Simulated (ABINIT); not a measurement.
Runs of ABINIT 10.8.3 (patched build) on Al. It takes space group Fm-3m (No. 225, cubic). Conventional cell: a = 4.050 Å, b = 4.050 Å, c = 4.050 Å, α = 90.00°, β = 90.00°, γ = 90.00°. Al (site symmetry m-3m) is surrounded by 12 Al at 2.86 Å. 

```tsv
task	level	potentials or basis	k mesh	cutoff (eV)	smearing	fine-grid cutoff	mesh quality	gap on the mesh (eV)	pressure (GPa)	V0 of scaled cells (Å³/atom)	B0 (GPa)
band structure	OLYP	PseudoDojo NC SR PBE v0.4.1 standard	11 × 11 × 11	544	fermi-dirac 0.05 eV	-	not flagged	none	-3.8	-	-
band structure	r2SCAN	JTH PAW PBE v2.0	11 × 11 × 11	653	fermi-dirac 0.05 eV	1251.72 eV	not flagged	none	-	-	-
band structure	RPBE	PseudoDojo NC SR PBE v0.4.1 standard	11 × 11 × 11	544	fermi-dirac 0.05 eV	-	not flagged	none	(b)	-	-
single point	PBEsol	JTH PAW PBE v2.0	4 × 4 × 4	544	fermi-dirac 0.05 eV	1088.46 eV	coarse	none	-0.9	-	-
equation of state	LDA	JTH PAW LDA v2.0	11 × 11 × 11	544	fermi-dirac 0.05 eV	1088.46 eV	not flagged	-	-	15.81	86
band structure	BLYP	JTH PAW PBE v2.0	11 × 11 × 11	544	fermi-dirac 0.05 eV	1088.46 eV	not flagged	none	3.3	-	-
band structure	SCAN	JTH PAW PBE v2.0	11 × 11 × 11	653	fermi-dirac 0.05 eV	1251.72 eV	not flagged	none	-	-	-
equation of state	PBE+D3(BJ)	JTH PAW PBE v2.0	11 × 11 × 11	707	cold (ABINIT) 0.1 eV	1306.15 eV	not flagged	-	-	15.80	88
equation of state	PBE	SG15 NC PBE v1.2	11 × 11 × 11	816	fermi-dirac 0.05 eV	-	not flagged	-	-	16.56	78
equation of state	rPW86PBE	JTH PAW PBE v2.0	11 × 11 × 11	544	fermi-dirac 0.05 eV	1088.46 eV	not flagged	-	-	16.52	(a)
equation of state	PBE	PseudoDojo NC SR PBE v0.4.1 standard	11 × 11 × 11	544	fermi-dirac 0.05 eV	-	not flagged	-	-	16.46	80
equation of state	PBE	Ansatz NC PBE	11 × 11 × 11	544	fermi-dirac 0.05 eV	-	not flagged	-	-	16.52	79
```

Alike in all rows: no spin polarisation; cell as given.

Q: Fill in the values left out.

A: (a) 76; (b) -0.5.

Caveats: some runs use coarse meshes; pressures at fixed basis lie under the slope of the energies (some runs); the PAW data sets were made with another functional, which shifts forces and pressure a little (some runs); the potentials were made for another functional, which shifts forces and pressure (some runs).

A k mesh can miss the band edges.

A gap of «none» marks a metal or a gap under the smearing width.

Not every run made on this cell is shown here.
